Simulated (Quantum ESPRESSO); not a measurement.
**HfO2 in Quantum ESPRESSO: the effect of functional**

The system is HfO2.

```
CELL_PARAMETERS angstrom
0.00000 2.55750 2.55750
2.55750 0.00000 2.55750
2.55750 2.55750 0.00000
ATOMIC_POSITIONS crystal
Hf 0.00000 0.00000 0.00000
O 0.75000 0.75000 0.75000
O 0.25000 0.25000 0.25000
```

Measurements of this composition are mostly on another form, of space group No. 14.

Alike in all runs:

| Property | Result |
| --- | --- |
| Program | Quantum ESPRESSO 7.5 |
| Task | phonons |
| Cutoff | 612 eV |
| Density cutoff | 4898 eV |
| k mesh | 4 × 4 × 4, shifted |
| Occupations | fermi-dirac, width 0.05 eV |
| Spin | no spin polarisation |

Each run relaxes the cell or the atoms first.

**Question.** One run gave: relaxed volume 10.35 Å³/atom; dielectric constant 5.24 mean; highest phonon frequency 605 cm⁻¹. Which functional did it use?
A. AM05
B. LDA
C. PBE
D. WC
E. PW91

**Answer.** B.

```csv
functional,potentials or basis,relaxed volume (Å³/atom),dielectric constant (mean),highest phonon frequency (cm⁻¹)
LDA,GBRV 1.5 LDA,10.35,5.24,605
PBE,GBRV 1.5 PBE,10.94,5.17,570
WC,GBRV 1.5 PBE,10.65,5.25,587
AM05,GBRV 1.5 PBE,10.63,5.26,584
PW91,GBRV 1.5 PBE,10.92,5.17,573
vdW-DF-cx,GBRV 1.5 PBE,10.63,5.23,592
```

Caveats: the potentials were made for another functional, which shifts forces and pressure (some runs).
